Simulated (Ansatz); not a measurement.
System: InGa3P4 (quasi-random alloy, started on the GaP lattice) (P1).

The cell holds 32 atoms: 4 In, 12 Ga and 16 P. Its edges and angles: a = 9.523 Å, b = 9.517 Å, c = 9.526 Å, α = 109.5°, β = 109.5°, γ = 109.5°. It derives from GaP.

```xyz
32
Lattice="-5.4990 5.4979 -5.4973 5.4936 5.4927 5.4975 5.5012 -5.4981 -5.4997" Properties=species:S:1:pos:R:3 pbc="T T T"
In    0.0148   -0.0032   -0.0246
Ga    2.7735    2.7432   -0.0119
In   -0.0153   -0.0461   -5.4774
In    2.7749    2.7435   -5.4806
Ga   -2.6691    5.4442   -2.7812
Ga    5.5198    2.6996    2.7214
Ga    2.7695   -0.0007   -2.7260
Ga    5.5166    2.7039   -2.7271
Ga    0.0161    5.4930   -0.0226
Ga   -2.7749    2.7463   -5.4821
Ga    5.4794    0.0431    0.0164
Ga    2.7270   -2.7433   -5.5285
Ga    2.7179    5.5457    2.7250
Ga   -0.0230    2.7911   -2.7236
Ga    2.6727    5.4923   -2.7190
In    5.4755   -2.7086   -2.7777
P     1.5310    1.3642    1.3844
P     4.0395    4.0374    1.4746
P     1.3526    1.3753   -3.9607
P     4.1386    4.1393   -3.9440
P    -1.2890    6.7926   -1.4444
P     1.4410   -1.4621   -1.4548
P     4.1329    1.3736   -1.3632
P     1.4453   -1.4311   -6.9602
P     1.3418    6.8728    1.3505
P    -1.3446    4.1016   -4.1678
P     6.8767    1.3710    1.3490
P     4.0380   -1.2825   -4.2346
P    -1.4428    1.4519   -1.4404
P     1.3618    4.1024   -1.3431
P    -1.5165    1.3719   -6.8629
P     6.8680   -1.2123   -1.3567
```

The structure was relaxed with LDA. The runs that relaxed it are not among those shown.

Gaps computed with Ansatz 0.2.0 without a self-energy: LDA 1.31 eV, LDA+SOC 1.29 eV and HSE06 2.16 eV.

Question: Estimate the G0W0@LDA gap with 2×2×2 mesh, 2771 empty bands, screening to 150 eV, PAW set soft_1 files.

About 2.02 eV: on its mesh the run moves the gap from 1.31 eV by +0.71 eV. A band edge moves to another state on the way. Among the scalar-relativistic levels given, HSE06 is nearest (+0.14 eV). Bands and cutoff are finite, so the gap is not at the basis limit. The miss can reach some tenths of an eV and take either sign; the mesh is an error of its own. The many-body steps are scalar-relativistic: spin-orbit coupling is not in them.

[Paths, hosts, dates, memory and timing lines, banners, echoed tables and standing remarks are left out of the program output.]

[Logs are printed without paths, hosts, clocks, repeated set-up lines and the standing remarks that a program may print on its own settings, such as how far it seeks lower states.]

[Runs of the session that timed out or met a known fault of the program may be left out.]

[Cells called generated may have been cut or substituted from an entry of the Crystallography Open Database or the Materials Project.]

[Hosts, paths, dates, database ids (printed as entryN), source tags and the programs' standing remarks are cut or masked in the printed files.]
